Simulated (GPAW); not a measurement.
Runs of GPAW 26.7.0 on CaO. The structure is cubic, space group Fm-3m (No. 225). The conventional cell has a = 4.807 Å, b = 4.807 Å, c = 4.807 Å, α = 90.00°, β = 90.00°, γ = 90.00°. Around Ca (site symmetry m-3m) lie 6 O at 2.40 Å. Around O (site symmetry m-3m) lie 6 Ca at 2.40 Å. The cell is a database's computed one.

| task | level | potentials or basis | k mesh | cutoff (eV) | hybrids on these orbitals | oneshot functional | gap on the mesh (eV) | V0 of scaled cells (Å³/atom) | B0 (GPa) |
| --- | --- | --- | --- | --- | --- | --- | --- | --- | --- |
| one-shot levels of the hybrid HSE06 | LDA | the program's PAW data sets (release 1.2.1) made for this functional, pw | 6 × 6 × 6 | 600 | ["HSE06", "YS-PBE0", "B3LYP"] | HSE06 | 3.52 | - | - |
| equation of state | PBEsol | PAW data sets generated in the run's folder for this functional, pw | 8 × 8 × 8 | 800 | - | - | - | (b) | 115 |
| equation of state | PBEsol+D3 | PAW data sets generated in the run's folder for this functional, pw | 8 × 8 × 8 | 800 | - | - | - | 13.39 | (a) |
| single point | TB-mBJ | GPAW PAW data sets for LDA (gpaw-data 1.2.1), pw | 8 × 8 × 8 | 800 | - | - | 5.32 | - | - |

Alike in all rows: no spin polarisation; cell as given; smearing fermi-dirac 0.05 eV.

Question: Fill in the values left out.

Answer: (a) 120; (b) 13.64.

Caveats: the cutoff is short for stress and forces, so pressures can be off by a GPa or more (some runs); energy and the plain gap are those of the semilocal run (some runs); the hybrids' values are one shot on its orbitals and mesh (some runs); a model potential gives levels but no total energy (some runs); the PAW data sets were made with another functional, which shifts forces and pressure a little (some runs).

A k mesh can miss the band edges.

Runs at the PBE level aren't shown here.
